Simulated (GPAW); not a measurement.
# How the form of the self-energy moves the gap of RbBr (Fm-3m)

Wanted: the gap of RbBr (Fm-3m) under several approximations, with cost.

Main program and level: GPAW 26.7.0; PBE and many-body steps on it, plane waves.

The database entry behind the starting cell differs from later determinations by our own check (about 0.5 % short), so it need not match the best structure at ambient conditions.

**1. Set-up**

It takes space group Fm-3m (No. 225, cubic). Conventional cell: a = 6.854 Å, b = 6.854 Å, c = 6.854 Å, α = 90.00°, β = 90.00°, γ = 90.00°. Nearest to Rb lie 6 Br at 3.43 Å. Nearest to Br lie 6 Rb at 3.43 Å. Farther neighbours and most contacts between anions are not listed.

Coordinates:

```xyz
2
Lattice="0.0000 3.4270 3.4270 3.4270 0.0000 3.4270 3.4270 3.4270 0.0000" Properties=species:S:1:pos:R:3 pbc="T T T"
Rb    0.0000    0.0000    0.0000
Br    3.4270    3.4270    3.4270
```

The cell and positions come from the Crystallography Open Database and are kept as given unless a step says otherwise.

**2. Empty states on the mesh, 4×4×4 mesh, 140 bands**

This step: GPAW 26.7.0; DFT, PBE, plane waves, PAW.

The sums over transitions need many empty states on a uniform mesh; this step solves for them.

File run.py:

```python
import json
import numpy as np
from gpaw.mpi import world
from gpaw import GPAW

calc = GPAW('gs.gpw').fixed_density(kpts={'size': (4, 4, 4), 'gamma': True},
    parallel={'domain': 1, 'band': 1},
    txt='nscf.txt')
calc.diagonalize_full_hamiltonian(nbands=140)
calc.write('full.gpw', mode='all')
res = {}
kpts = calc.get_ibz_k_points()
res['kpts'] = kpts
res['eigenvalues'] = [calc.get_eigenvalues(kpt=k) for k in range(len(kpts))]
res['n_electrons'] = calc.get_number_of_electrons()

if world.rank == 0:
    with open('result.json', 'w') as f:
        json.dump(res, f, default=lambda x: x.tolist())
```

Command:

```console
$ mpirun -n 4 gpaw python run.py
```

Numbers of over 12 decimals in the logs are rounded to 6 here.

The program printed:

```text
Diagonalizing LCAO Hamiltonian
Converting LCAO to pw mode
convergence criteria:
- Maximum integral of absolute [eigenst]ate change: 4e-08 eV^2 / valence electron
maximum number of iterations: 100

SCF iterations
|iter     |     time |      energy | eigst |  dens |
|iter:   1|  |             | +1.56 |       |
|iter:   2|  |             | +0.38 |       |
|iter:   3|  |             | -0.51 |       |
[...]
|iter:  14|  |             | -6.93 |       |
|iter:  15|  |             | -7.34 |       |
|iter:  16|  |             | -7.68c|       |
SCF steps: 16
  __  _  _
 | _ |_)|_||  |
 |__||  | ||/\| - 26.7.0

Input parameters:
  mode=PW(ecut=450.000000),
  convergence={'density': 1e-06, 'bands': -3},
  gpts=array([24, 24, 24]),
  kpts=MonkhorstPack(size=(4, 4, 4), gamma=True),
  maxiter=100,
  nbands=15,
  occupations=Occupations(name='fermi-dirac', width=0.001, fixmagmom=False),
  parallel={'domain': 1, 'band': 1},
  xc=XC(name='PBE')
Matrix size: 1807x1807
# Writing to full.gpw (mode='all')
  [... matrices ...]

timing:  # [seconds]
  Total: 11.307  # ━━━━━━━━━━━━━━━━━━━━━━━━━━━━━━━━━━━━━━━━━━━━━━━━━━━━━━━━━━
```

Run time: 16 s. Hardware: 4 MPI ranks of Arm Neoverse V1, shared host; peak memory 1.6 GiB; 62 s of CPU time.

Numbers from this step:

| Quantity | Value |
| --- | --- |
| gap | 4.368 eV |
| k of the valence top | 0, 0, 0 |
| k of the conduction bottom | 0, 0, 0 |
| least direct gap | 4.368 eV |
| k points computed | 8 |
| lowest point of the top converged band, above the valence top | 74.6842 eV |

On this mesh the gap is 4.368 eV.

**3. G0W0, Godby-Needs plasmon pole**

Now the one-shot GW correction: screening in the RPA, then the self-energy of the levels asked for.

This step: G0W0 on PBE, plane waves, PAW.

File run.py:

```python
import json
import numpy as np
from gpaw.mpi import world
from gpaw.response.g0w0 import G0W0

gw = G0W0('full.gpw',
    filename='gw',
    kpts=[0],
    bands=(6, 10),
    ecut=80,
    nbands=130,
    integrate_gamma='WS',
    ppa=True)
gw.calculate()
res = {mode: {k: v for k, v in r.items() if k != 'sigma_eskwn'}
       for mode, r in gw.all_results.items()}

if world.rank == 0:
    with open('result.json', 'w') as f:
        json.dump(res, f, default=lambda x: x.tolist())
```

Command:

```console
$ mpirun -n 4 gpaw python run.py
```

The program printed:

```text
Using integrator: PointIntegrator
FrequencyGridDescriptor(from 0.000+0.000j to 0.000+27.211j eV, 2 points)
Nonperiodic BCs:  [False False False]
Using integrator: PointIntegrator
FrequencyGridDescriptor(from 0.000+0.000j to 0.000+27.211j eV, 2 points)
Nonperiodic BCs:  [False False False]
  ___  _ _ _
 |   || | | |
 | | || | | |
 |__ ||_____|
 |___|

BZ k-points: Symmetries present (total): 48

  [... matrices ...]
64 k-points: 4 x 4 x 4 Monkhorst-Pack grid + [1/8,1/8,1/8]
8 k-points in the irreducible part of the Brillouin zone
       k-points in crystal coordinates                weights
   0:     0.00000000    0.00000000    0.00000000          1/64
   1:     0.25000000    0.25000000    0.00000000          6/64
   2:     0.25000000    0.25000000    0.25000000          8/64
   3:     0.50000000    0.25000000   -0.25000000          6/64
   4:     0.50000000    0.25000000    0.25000000         12/64
   5:     0.50000000    0.50000000    0.00000000          3/64
   6:     0.50000000    0.50000000    0.25000000         24/64
   7:     0.50000000    0.50000000    0.50000000          4/64

Distributing spins, k-points and bands (1 x 1 x 4) over 4 processes
Number of blocks: 1

Quasi particle states:
k-points (IBZ indices): [0]
Band range: (6, 10)
  [... matrices ...]
Computational parameters:
Plane wave cut-off: 80 eV
Number of bands: 130
Coulomb cutoff: None
Broadening: 0.1 eV

fxc modes: GW
Kernel: RPA
Using Godby-Needs plasmon-pole approximation:
  Fitting energy: i*E0, E0 = 1.000 Hartree
Summing all q:

Calculating screened Coulomb potential
No Coulomb truncation
FrequencyGridDescriptor(from 0.000+0.000j to 0.000+27.211j eV, 2 points)
Removing empty qpoint cache files...

Calculating chi0 body with:
    Ground state adapter containing:
    Number of spins: 1
    Number of kpoints: 64
    Number of irreducible kpoints: 8
    Number of completely occupied states: 8
    Number of partially occupied states: 8
    Occupied states memory: 1.6875 M / cpu

    Linear response parametrization:
    q_c: [0.0, 0.0, 0.0]
    Number of frequency points: 2
    Planewave cutoff: 80.0
    Number of bands: 130
    Number of planewaves: 137
    Broadening (eta): 1e-06
    comm.size: 4
    kncomm.size: 4
    blockcomm.size: 1

    Memory estimate of potentially large arrays:
        chi0_wGG: 0.572784 M / cpu
Integrating chi0 body.

Symmetries of q_c:
    Direct symmetries (Uq -> q): 48
    Indirect symmetries (TUq -> q): 0
In total 48 allowed symmetries.

  [... matrices ...]
8 groups of equivalent kpoints. 87.5% reduction.

Integral kind: response function
Integrating chi0 head and wings.

Symmetries of q_c:
    Direct symmetries (Uq -> q): 48
    Indirect symmetries (TUq -> q): 0
In total 48 allowed symmetries.

  [... matrices ...]
8 groups of equivalent kpoints. 87.5% reduction.

Integral kind: response function wings

Calculating chi0 body with:
    Ground state adapter containing:
    Number of spins: 1
    Number of kpoints: 64
    Number of irreducible kpoints: 8
    Number of completely occupied states: 8
    Number of partially occupied states: 8
    Occupied states memory: 1.6875 M / cpu

    Linear response parametrization:
    q_c: [0.25, 0.25, 0.0]
[... the further q-points ...]

Results:
f:      Occupation numbers
eps:     KS-eigenvalues [eV]
vxc:     KS vxc [eV]
exx:     Exact exchange [eV]
sigma:   Self-energies [eV]
dsigma:  Self-energy derivatives
Z:       Renormalization factors
qp:      QP-energies [eV]

k-point 0 (0): (0.000, 0.000, 0.000)                GW
band       f     eps     vxc     exx   sigma  dsigma       Z      qp
                                                                   GW
   6   1.000  -0.082 -15.451 -19.335   1.813  -0.215   0.823  -1.787
   7   1.000  -0.082 -15.451 -19.335   1.813  -0.215   0.823  -1.787
   8   0.000   4.286  -7.670  -4.190  -2.800  -0.142   0.876   4.881
   9   0.000   7.203  -7.950  -3.803  -2.903  -0.145   0.873   8.289
```

The job ended after 27 s (4 MPI ranks; peak memory 1.1 GiB; 1.8 min of CPU time).

Numbers from this step:

```yaml
g0w0_gap_on_the_points_computed: 6.668 eV
least_direct_g0w0_gap_on_the_computed_points: 6.668 eV
z_at_the_valence_top: 0.8228
z_at_the_conduction_bottom: 0.8760
starting_gap_on_the_mesh: 4.368 eV
k_of_the_valence_top: 0, 0, 0
k_of_the_conduction_bottom: 0, 0, 0
```

The gap on the mesh goes from 4.37 eV to 6.67 eV, a correction of +2.30 eV.

**4. G0W0, full frequency, Hilbert transform**

Changes to run.py since step 3:

```diff
@@ -12,3 +12,5 @@
     integrate_gamma='WS',
-    ppa=True)
+    frequencies={'type': 'nonlinear', 'domega0': 0.1, 'omega2': 15.0},
+    eta=0.1,
+    nblocksmax=True)
 gw.calculate()
```

Command:

```console
$ mpirun -n 4 gpaw python run.py
```

The program printed:

```text
Using integrator: PointIntegrator
NonLinearFrequencyDescriptor(from 0.000 to 100.203 eV, 267 points)
Nonperiodic BCs:  [False False False]
Using integrator: PointIntegrator
NonLinearFrequencyDescriptor(from 0.000 to 100.203 eV, 267 points)
Nonperiodic BCs:  [False False False]
  ___  _ _ _
 |   || | | |
 | | || | | |
 |__ ||_____|
 |___|

BZ k-points: Symmetries present (total): 48

  [... matrices ...]
64 k-points: 4 x 4 x 4 Monkhorst-Pack grid + [1/8,1/8,1/8]
8 k-points in the irreducible part of the Brillouin zone
       k-points in crystal coordinates                weights
   0:     0.00000000    0.00000000    0.00000000          1/64
   1:     0.25000000    0.25000000    0.00000000          6/64
   2:     0.25000000    0.25000000    0.25000000          8/64
[...]
6:     0.50000000    0.50000000    0.25000000         24/64
   7:     0.50000000    0.50000000    0.50000000          4/64

Distributing spins, k-points and bands (1 x 1 x 4) over 1 process
Number of blocks: 4

Quasi particle states:
k-points (IBZ indices): [0]
Band range: (6, 10)
  [... matrices ...]
Computational parameters:
Plane wave cut-off: 80 eV
Number of bands: 130
Coulomb cutoff: None
Broadening: 0.1 eV

fxc modes: GW
Kernel: RPA
Using full-frequency real axis integration
Summing all q:

Calculating screened Coulomb potential
No Coulomb truncation
NonLinearFrequencyDescriptor(from 0.000 to 100.203 eV, 267 points)
Removing empty qpoint cache files...

Calculating chi0 body with:
    Ground state adapter containing:
    Number of spins: 1
    Number of kpoints: 64
    Number of irreducible kpoints: 8
    Number of completely occupied states: 8
    Number of partially occupied states: 8
    Occupied states memory: 1.6875 M / cpu

    Linear response parametrization:
    q_c: [0.0, 0.0, 0.0]
    Number of frequency points: 267
    Planewave cutoff: 80.0
    Number of bands: 130
    Number of planewaves: 137
    Broadening (eta): 0.1
    comm.size: 4
    kncomm.size: 1
    blockcomm.size: 4

    Memory estimate of potentially large arrays:
        chi0_wGG: 19.116680 M / cpu
Integrating chi0 body.

Symmetries of q_c:
    Direct symmetries (Uq -> q): 48
    Indirect symmetries (TUq -> q): 0
In total 48 allowed symmetries.

  [... matrices ...]
8 groups of equivalent kpoints. 87.5% reduction.

Integral kind: spectral function
Integrating chi0 head and wings.

Symmetries of q_c:
    Direct symmetries (Uq -> q): 48
    Indirect symmetries (TUq -> q): 0
In total 48 allowed symmetries.

  [... matrices ...]
8 groups of equivalent kpoints. 87.5% reduction.

Integral kind: spectral function wings

Calculating chi0 body with:
    Ground state adapter containing:
    Number of spins: 1
    Number of kpoints: 64
    Number of irreducible kpoints: 8
    Number of completely occupied states: 8
    Number of partially occupied states: 8
    Occupied states memory: 1.6875 M / cpu

    Linear response parametrization:
    q_c: [0.25, 0.25, 0.0]
[... the further q-points ...]

Results:
f:      Occupation numbers
eps:     KS-eigenvalues [eV]
vxc:     KS vxc [eV]
exx:     Exact exchange [eV]
sigma:   Self-energies [eV]
dsigma:  Self-energy derivatives
Z:       Renormalization factors
qp:      QP-energies [eV]

k-point 0 (0): (0.000, 0.000, 0.000)                GW
band       f     eps     vxc     exx   sigma  dsigma       Z      qp
                                                                   GW
   6   1.000  -0.082 -15.451 -19.335   1.797  -0.209   0.827  -1.808
   7   1.000  -0.082 -15.451 -19.335   1.797  -0.209   0.827  -1.808
   8   0.000   4.286  -7.670  -4.190  -2.763  -0.170   0.854   4.898
   9   0.000   7.203  -7.950  -3.803  -2.869  -0.180   0.848   8.286
```

Elapsed: 52 s, on 4 MPI ranks; peak memory 1.3 GiB; 3.4 min of CPU time.

This step gave:

```yaml
g0w0_gap_on_the_points_computed: 6.707 eV
least_direct_g0w0_gap_on_the_computed_points: 6.707 eV
z_at_the_valence_top: 0.8269
z_at_the_conduction_bottom: 0.8544
starting_gap_on_the_mesh: 4.368 eV
k_of_the_valence_top: 0, 0, 0
k_of_the_conduction_bottom: 0, 0, 0
```

Against G0W0 in GPAW (4×4×4 mesh, 130 bands, screening to 80 eV, Godby-Needs plasmon pole), the gap moves by +0.038 eV.

**5. G0W0, multipole**

Changes to run.py since step 4:

```diff
@@ -12,5 +12,3 @@
     integrate_gamma='WS',
-    frequencies={'type': 'nonlinear', 'domega0': 0.1, 'omega2': 15.0},
-    eta=0.1,
-    nblocksmax=True)
+    mpa={'npoles': 4, 'wrange': [0, 40], 'varpi': 20.0, 'eta0': 0.01, 'eta_rest': 1.0, 'alpha': 1})
 gw.calculate()
```

Command:

```console
$ mpirun -n 4 gpaw python run.py
```

The program printed:

```text
Using integrator: PointIntegrator
FrequencyGridDescriptor(from 0.000+0.010j to 40.000+20.000j eV, 8 points)
Nonperiodic BCs:  [False False False]
Using integrator: PointIntegrator
FrequencyGridDescriptor(from 0.000+0.010j to 40.000+20.000j eV, 8 points)
Nonperiodic BCs:  [False False False]
  ___  _ _ _
 |   || | | |
 | | || | | |
 |__ ||_____|
 |___|

BZ k-points: Symmetries present (total): 48

  [... matrices ...]
64 k-points: 4 x 4 x 4 Monkhorst-Pack grid + [1/8,1/8,1/8]
8 k-points in the irreducible part of the Brillouin zone
[...]
Results:
f:      Occupation numbers
eps:     KS-eigenvalues [eV]
vxc:     KS vxc [eV]
exx:     Exact exchange [eV]
sigma:   Self-energies [eV]
dsigma:  Self-energy derivatives
Z:       Renormalization factors
qp:      QP-energies [eV]

k-point 0 (0): (0.000, 0.000, 0.000)                GW
band       f     eps     vxc     exx   sigma  dsigma       Z      qp
                                                                   GW
   6   1.000  -0.082 -15.451 -19.335   1.796  -0.238   0.808  -1.770
   7   1.000  -0.082 -15.451 -19.335   1.796  -0.238   0.808  -1.770
   8   0.000   4.286  -7.670  -4.190  -2.761  -0.154   0.866   4.908
   9   0.000   7.203  -7.950  -3.803  -2.874  -0.164   0.859   8.296
```

Wall time 36 s (4 MPI ranks); peak memory 1.1 GiB.

This step gave:

```yaml
g0w0_gap_on_the_points_computed: 6.678 eV
least_direct_g0w0_gap_on_the_computed_points: 6.678 eV
starting_gap_on_the_mesh: 4.368 eV
k_of_the_valence_top: 0, 0, 0
k_of_the_conduction_bottom: 0, 0, 0
```

Against G0W0 in GPAW (4×4×4 mesh, 130 bands, screening to 80 eV, Godby-Needs plasmon pole), the gap moves by +0.010 eV.

**6. The runs together**

Times are wall times on 4 MPI ranks of Arm Neoverse V1, shared host, good to a factor of about two.

| run | mesh | bands | screening cutoff (eV) | DFT gap (eV) | gap on the mesh (eV) | direct (eV) | time |
| --- | --- | --- | --- | --- | --- | --- | --- |
| G0W0, Godby-Needs plasmon pole | 4×4×4 | 130 | 80 | 4.368 | 6.668 | 6.668 | 27 s |
| G0W0, full frequency, Hilbert transform | 4×4×4 | 130 | 80 | 4.368 | 6.707 | 6.707 | 52 s |
| G0W0, multipole | 4×4×4 | 130 | 80 | 4.368 | 6.678 | 6.678 | 36 s |

**7. What came out**

- G0W0, Godby-Needs plasmon pole: 6.668 eV
- G0W0, full frequency, Hilbert transform: 6.707 eV
- G0W0, multipole: 6.678 eV
- known limits: not at the basis limit; no spin-orbit coupling

**Reading.** G0W0, full frequency, Hilbert transform: +0.038 eV against G0W0, Godby-Needs plasmon pole. G0W0, multipole: +0.010 eV against G0W0, Godby-Needs plasmon pole. Bands and cutoff are finite, so the gap is not at the basis limit. The miss can reach some tenths of an eV and take either sign; the mesh is an error of its own. These stock PAW sets were not made for GW; the filled d or f shell of Br lies in the frozen core, which bears on start and correction. In the G0W0 runs levels were corrected at 1 k point alone, so a gap called «on the mesh» is the least over those, and an edge elsewhere would be missed. The many-body steps are scalar-relativistic: spin-orbit coupling is not in them.

[Paths, hosts, dates, memory and timing lines, banners, echoed tables and standing remarks are left out of the program output.]

[Logs are printed without paths, hosts, clocks, repeated set-up lines and the standing remarks that a program may print on its own settings, such as how far it seeks lower states.]

[Runs of the session that timed out or met a known fault of the program may be left out.]

[Hosts, paths, dates, database ids (printed as entryN), source tags and the programs' standing remarks are cut or masked in the printed files.]
